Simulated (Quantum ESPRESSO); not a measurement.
# ZrB2 (P1) in Quantum ESPRESSO: convergence with SCF threshold

Aim: find how far SCF threshold must go before the results for ZrB2 settle, at PBE. This setting moves, with any that are tied to it; all else stays.

All numbers are computed with Quantum ESPRESSO 7.5; they aren't measurements. Logs are shortened: lines on timing, memory, paths and dates and some standing lists are left out, and cuts for length are marked.

### Step 1. The cell of the first run

The typed cell holds 3 atoms: a = 3.170 Å, b = 3.170 Å, c = 3.533 Å, α = 90.00°, β = 90.00°, γ = 120.00°.

The cell isn't the ideal one: atoms moved at random, drawn with an rms of 0.02 Å.

### Step 2. With SCF threshold 0.001 Ry

pw.in

```
&CONTROL
  calculation = 'scf'
  prefix = 'pwscf'
  outdir = './tmp'
  pseudo_dir = './pseudo'
  tprnfor = .true.
  tstress = .true.
  disk_io = 'nowf'
/
&SYSTEM
  ibrav = 0
  nat = 3
  ntyp = 2
  ecutwfc = 76
  nbnd = 15
  occupations = 'smearing'
  smearing = 'gaussian'
  degauss = 0.00999582
/
&ELECTRONS
  conv_thr = 0.001
  electron_maxstep = 120
  mixing_beta = 0.5
/
ATOMIC_SPECIES
Zr    91.2240 Zr.upf
B     10.8100 B.upf
CELL_PARAMETERS angstrom
   3.1700000000    0.0000000000    0.0000000000
  -1.5850000000    2.7453005300    0.0000000000
   0.0000000000    0.0000000000    3.5330000000
ATOMIC_POSITIONS crystal
Zr    -0.0040590000   -0.0033320000   -0.0018860000
B      0.6678160000    0.3311360000    0.4934690000
B      0.3379710000    0.6739930000    0.5009860000
K_POINTS automatic
8 8 7 0 0 0
```

Potentials or basis: PseudoDojo 0.5 SR PBE stringent.

Run with:

```bash
$ OMP_NUM_THREADS=1 pw.x -in pw.in > pw.out
```

Wall time 43 s (1 thread of Arm Neoverse V1, shared host); peak memory 0.16 GiB.

What came out:

- Free energy: -1540.5493 eV
- Pressure: 2.1 GPa
- Largest force: 0.417 eV/Å
- Band gap on the k mesh: none (metal or under the smearing width)

### Step 3. With SCF threshold 0.0001 Ry

Changes to pw.in since step 2:

```diff
@@ -20,3 +20,3 @@
 &ELECTRONS
-  conv_thr = 0.001
+  conv_thr = 0.0001
   electron_maxstep = 120
```

Potentials or basis: PseudoDojo 0.5 SR PBE stringent.

Run with:

```bash
$ OMP_NUM_THREADS=1 pw.x -in pw.in > pw.out
```

Wall time 59 s (1 thread of Arm Neoverse V1, shared host); peak memory 0.16 GiB.

What came out:

```yaml
Free_energy: -1540.5519 eV
Pressure: 0.7 GPa
Largest_force: 0.433 eV/Å
Band_gap_on_the_k_mesh: none (metal or under the smearing width)
```

### Step 4. With SCF threshold 1e-05 Ry

Changes to pw.in since step 3:

```diff
@@ -20,3 +20,3 @@
 &ELECTRONS
-  conv_thr = 0.0001
+  conv_thr = 1d-05
   electron_maxstep = 120
```

Run with:

```bash
$ OMP_NUM_THREADS=1 pw.x -in pw.in > pw.out
```

Wall time 69 s (1 thread of Arm Neoverse V1, shared host); peak memory 0.16 GiB.

What came out:

- Free energy: -1540.5520 eV
- Pressure: 0.9 GPa
- Largest force: 0.431 eV/Å
- Band gap on the k mesh: none (metal or under the smearing width)

### Step 5. With SCF threshold 1e-06 Ry

Changes to pw.in since step 4:

```diff
@@ -20,3 +20,3 @@
 &ELECTRONS
-  conv_thr = 1d-05
+  conv_thr = 1d-06
   electron_maxstep = 120
```

Run with:

```bash
$ OMP_NUM_THREADS=1 pw.x -in pw.in > pw.out
```

Wall time 79 s (1 thread of Arm Neoverse V1, shared host); peak memory 0.16 GiB.

Results:

| Item | Value |
| --- | --- |
| Free energy | -1540.5520 eV |
| Pressure | 0.8 GPa |
| Largest force | 0.430 eV/Å |
| Band gap on the k mesh | none (metal or under the smearing width) |

### Step 6. With SCF threshold 1e-07 Ry

Changes to pw.in since step 5:

```diff
@@ -20,3 +20,3 @@
 &ELECTRONS
-  conv_thr = 1d-06
+  conv_thr = 1d-07
   electron_maxstep = 120
```

Potentials or basis: PseudoDojo 0.5 SR PBE stringent.

Run with:

```bash
$ OMP_NUM_THREADS=1 pw.x -in pw.in > pw.out
```

Run time: 80 s. Hardware: 1 thread of Arm Neoverse V1, shared host; peak memory 0.16 GiB.

Results (log left out):

```
Free energy            : -1540.5520 eV
Pressure               : 0.8 GPa
Largest force          : 0.430 eV/Å
Band gap on the k mesh : none (metal or under the smearing width)
```

### Step 7. With SCF threshold 1e-08 Ry

Changes to pw.in since step 6:

```diff
@@ -20,3 +20,3 @@
 &ELECTRONS
-  conv_thr = 1d-07
+  conv_thr = 1d-08
   electron_maxstep = 120
```

Run with:

```bash
$ OMP_NUM_THREADS=1 pw.x -in pw.in > pw.out
```

It took 93 s on 1 thread of Arm Neoverse V1, shared host; peak memory 0.16 GiB.

It converged, with:

* Free energy: -1540.5520 eV
* Pressure: 0.8 GPa
* Largest force: 0.430 eV/Å
* Band gap on the k mesh: none (metal or under the smearing width)

### Step 8. With SCF threshold 1e-10 Ry

Changes to pw.in since step 7:

```diff
@@ -20,3 +20,3 @@
 &ELECTRONS
-  conv_thr = 1d-08
+  conv_thr = 1d-10
   electron_maxstep = 120
```

Run with:

```bash
$ OMP_NUM_THREADS=1 pw.x -in pw.in > pw.out
```

It took 1.9 min on 1 thread of Arm Neoverse V1, shared host; peak memory 0.16 GiB.

It converged, with:

```yaml
Free_energy: -1540.5520 eV
Pressure: 0.8 GPa
Largest_force: 0.430 eV/Å
Band_gap_on_the_k_mesh: none (metal or under the smearing width)
```

### Step 9. With SCF threshold 1e-12 Ry

Changes to pw.in since step 8:

```diff
@@ -20,3 +20,3 @@
 &ELECTRONS
-  conv_thr = 1d-10
+  conv_thr = 1d-12
   electron_maxstep = 120
```

Potentials or basis: PseudoDojo 0.5 SR PBE stringent.

Run with:

```bash
$ OMP_NUM_THREADS=1 pw.x -in pw.in > pw.out
```

pw.out:

```text
This program is part of the open-source Quantum ESPRESSO suite
     for quantum simulation of materials; please cite
[... 6 lines left out ...]
     --------------------
     sticks:   dense  smooth     PW     G-vecs:    dense   smooth      PW
     Sum         745     745    223                18541    18541    2979

     Using Slab Decomposition

     bravais-lattice index     =            0
     lattice parameter (alat)  =       5.9904  a.u.
     unit-cell volume          =     207.4863 (a.u.)^3
     number of atoms/cell      =            3
     number of atomic types    =            2
     number of electrons       =        18.00
     number of Kohn-Sham states=           15
     kinetic-energy cutoff     =      76.0000  Ry
     charge density cutoff     =     304.0000  Ry
     scf convergence threshold =      1.0E-12
     mixing beta               =       0.5000
     number of iterations used =            8  plain     mixing
     Exchange-correlation= PBE
                           (   1   4   3   4   0   0   0)

     celldm(1)=   5.990432  celldm(2)=   0.000000  celldm(3)=   0.000000
     celldm(4)=   0.000000  celldm(5)=   0.000000  celldm(6)=   0.000000

     crystal axes: (cart. coord. in units of alat)
               a(1) = (   1.000000   0.000000   0.000000 )
               a(2) = (  -0.500000   0.866025   0.000000 )
               a(3) = (   0.000000   0.000000   1.114511 )

     reciprocal axes: (cart. coord. in units 2 pi/alat)
               b(1) = (  1.000000  0.577350 -0.000000 )
               b(2) = (  0.000000  1.154701  0.000000 )
               b(3) = (  0.000000 -0.000000  0.897254 )

     PseudoPot. # 1 for Zr read from file:
     Zr.upf
     Pseudo is Norm-conserving + core correction, Zval = 12.0
     Generated using ONCVPSP code by D. R. Hamann
     Using radial grid of 1622 points,  6 beta functions with:
                l(1) =   0
                l(2) =   0
                l(3) =   1
                l(4) =   1
                l(5) =   2
                l(6) =   2

     PseudoPot. # 2 for B  read from file:
     B.upf
     Pseudo is Norm-conserving + core correction, Zval =  3.0
     Generated using ONCVPSP code by D. R. Hamann
     Using radial grid of 1534 points,  4 beta functions with:
                l(1) =   0
                l(2) =   0
                l(3) =   1
                l(4) =   1

     atomic species   valence    mass     pseudopotential
     Zr               12.00    91.22400     Zr( 1.00)
     B                 3.00    10.81000     B ( 1.00)

     No symmetry found

   Cartesian axes

     site n.     atom                  positions (alat units)
         1        Zr     tau(   1) = (  -0.0023930  -0.0028856  -0.0021020  )
         2        B      tau(   2) = (   0.5022480   0.2867722   0.5499766  )
         3        B      tau(   3) = (   0.0009745   0.5836951   0.5583544  )

     number of k points=   226  Gaussian smearing, width (Ry)=  0.0100

     Number of k-points >= 100: set verbosity='high' to print them.

     Dense  grid:    18541 G-vectors     FFT dimensions: (  36,  36,  40)

     Initial potential from superposition of free atoms

     starting charge      17.9971, renormalised to      18.0000
     Starting wfcs are   18 randomized atomic wfcs

     Self-consistent Calculation

     iteration #  1     ecut=    76.00 Ry     beta= 0.50
     Davidson diagonalization with overlap
     ethr =  1.00E-02,  avg # of iterations =  2.7

     total energy              =    -113.14577969 Ry
     estimated scf accuracy    <       0.25763963 Ry

     iteration #  2     ecut=    76.00 Ry     beta= 0.50
     Davidson diagonalization with overlap
     ethr =  1.43E-03,  avg # of iterations =  2.1

     total energy              =    -113.22010532 Ry
     estimated scf accuracy    <       0.03938610 Ry

     iteration #  3     ecut=    76.00 Ry     beta= 0.50
     Davidson diagonalization with overlap
     ethr =  2.19E-04,  avg # of iterations =  2.4

     total energy              =    -113.22829265 Ry
     estimated scf accuracy    <       0.00084112 Ry

     iteration #  4     ecut=    76.00 Ry     beta= 0.50
     Davidson diagonalization with overlap
     c_bands:  1 eigenvalues not converged
     ethr =  4.67E-06,  avg # of iterations =  7.5

     total energy              =    -113.22847675 Ry
     estimated scf accuracy    <       0.00003671 Ry

     iteration #  5     ecut=    76.00 Ry     beta= 0.50
     Davidson diagonalization with overlap
     ethr =  2.04E-07,  avg # of iterations =  2.1

     total energy              =    -113.22848391 Ry
     estimated scf accuracy    <       0.00000308 Ry

     iteration #  6     ecut=    76.00 Ry     beta= 0.50
     Davidson diagonalization with overlap
     ethr =  1.71E-08,  avg # of iterations =  1.8

     total energy              =    -113.22848430 Ry
     estimated scf accuracy    <       0.00000004 Ry

     iteration #  7     ecut=    76.00 Ry     beta= 0.50
     Davidson diagonalization with overlap
     ethr =  2.08E-10,  avg # of iterations =  4.0

     total energy              =    -113.22848434 Ry
     estimated scf accuracy    <          8.5E-09 Ry

     iteration #  8     ecut=    76.00 Ry     beta= 0.50
     Davidson diagonalization with overlap
     ethr =  4.72E-11,  avg # of iterations =  2.0

     total energy              =    -113.22848434 Ry
     estimated scf accuracy    <          3.6E-10 Ry

     iteration #  9     ecut=    76.00 Ry     beta= 0.50
     Davidson diagonalization with overlap
     ethr =  2.01E-12,  avg # of iterations =  2.2

     total energy              =    -113.22848434 Ry
     estimated scf accuracy    <          4.7E-12 Ry

     iteration # 10     ecut=    76.00 Ry     beta= 0.50
     Davidson diagonalization with overlap
     ethr =  1.00E-13,  avg # of iterations =  2.9

     End of self-consistent calculation

     Number of k-points >= 100: set verbosity='high' to print the bands.

     the Fermi energy is    16.0027 ev

!    total energy              =    -113.22848434 Ry
     estimated scf accuracy    <          3.2E-13 Ry
     smearing contrib. (-TS)   =      -0.00016055 Ry
     internal energy E=F+TS    =    -113.22832379 Ry

     The total energy is F=E-TS. E is the sum of the following terms:
     one-electron contribution =      -3.90171846 Ry
     hartree contribution      =      12.39553410 Ry
     xc contribution           =     -25.13503934 Ry
     ewald contribution        =     -96.58710009 Ry

     convergence has been achieved in  10 iterations

     Forces acting on atoms (cartesian axes, Ry/au):

     atom    1 type  1   force =     0.00646610    0.00799074   -0.00174262
     atom    2 type  2   force =    -0.00487313    0.00771545    0.00727794
     atom    3 type  2   force =    -0.00159296   -0.01570620   -0.00553532

     Total force =     0.022909     Total SCF correction =     0.000000

     Computing stress (Cartesian axis) and pressure

          total   stress  (Ry/bohr**3)                   (kbar)     P=        8.44
   0.00006607  -0.00000320  -0.00000079            9.72       -0.47       -0.12
  -0.00000320   0.00002872   0.00000068           -0.47        4.22        0.10
  -0.00000079   0.00000068   0.00007732           -0.12        0.10       11.37

=------------------------------------------------------------------------------=
   JOB DONE.
=------------------------------------------------------------------------------=
```

It took 2.1 min on 1 thread of Arm Neoverse V1, shared host; peak memory 0.16 GiB.

What came out:

```
Free energy            : -1540.5520 eV
Pressure               : 0.8 GPa
Largest force          : 0.430 eV/Å
Band gap on the k mesh : none (metal or under the smearing width)
```

### Step 10. Summary

```
SCF threshold  energy less the tightest run, at zero smearing (meV/atom)  pressure (GPa)  largest force (eV/Å)  SCF cycles  CPU time (s)  peak memory (GiB)
     0.001 Ry                                                       0.90            2.05                 0.417           3            43               0.16
    0.0001 Ry                                                       0.04            0.68                 0.433           4            59               0.16
     1e-05 Ry                                                       0.00            0.92                 0.431           5            69               0.16
     1e-06 Ry                                                       0.00            0.83                 0.430           6            79               0.16
     1e-07 Ry                                                       0.00            0.83                 0.430           6            80               0.16
     1e-08 Ry                                                       0.00            0.84                 0.430           7            93               0.16
     1e-10 Ry                                                       0.00            0.84                 0.430           9           110               0.16
     1e-12 Ry                                                       0.00            0.84                 0.430          10           120               0.16
```

Against the tightest run, the energy stays within 1 meV/atom from 0.001 Ry on; the pressure stays within 0.1 GPa from 1e-05 Ry on; the largest force stays within 0.005 eV/Å from 0.0001 Ry on. The tightest run that finished is the yardstick and may itself not be fully converged.
